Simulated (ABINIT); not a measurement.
Here is an ABINIT 10.8.3 (patched build) calculation.

run.abi

```
pp_dirpath "./"
pseudos "Ti.upf, B.upf"

acell 3.0292 3.0292 3.2284 Angstrom
rprim
     1.0000000000     0.0000000000     0.0000000000
    -0.5000000000     0.8660254038     0.0000000000
     0.0000000000     0.0000000000     1.0000000000
ntypat 2
znucl 22 5
natom 3
typat 1 2 2
xred
     0.0000000000     0.0000000000     0.0000000000
     0.6666666667     0.3333333333     0.5000000000
     0.3333333333     0.6666666667     0.5000000000

ecut 42.0

kptopt 1
ngkpt 10 10 8
nshiftk 1
shiftk 0.0 0.0 0.0

ixc 11

nband 13
occopt 3
tsmear 0.05 eV

nstep 100
tolvrs 1.0e-10

iomode 3
prtwf 0
prtden 0
prteig 0
prtebands 0
```

Potentials or basis: PseudoDojo NC SR PBE v0.4 stringent.

The run is started by

```sh
$ abinit run.abi > log 2>&1
```

Problem. What does it give for the pressure?

Solution. 0.2 GPa.

Problem. Estimate the band gap on the k mesh.

Solution. None (metal or under the smearing width).

Stress tensor (GPa, compression positive):
```
0.26 0.00 0.00
0.00 0.26 0.00
0.00 0.00 0.06
```
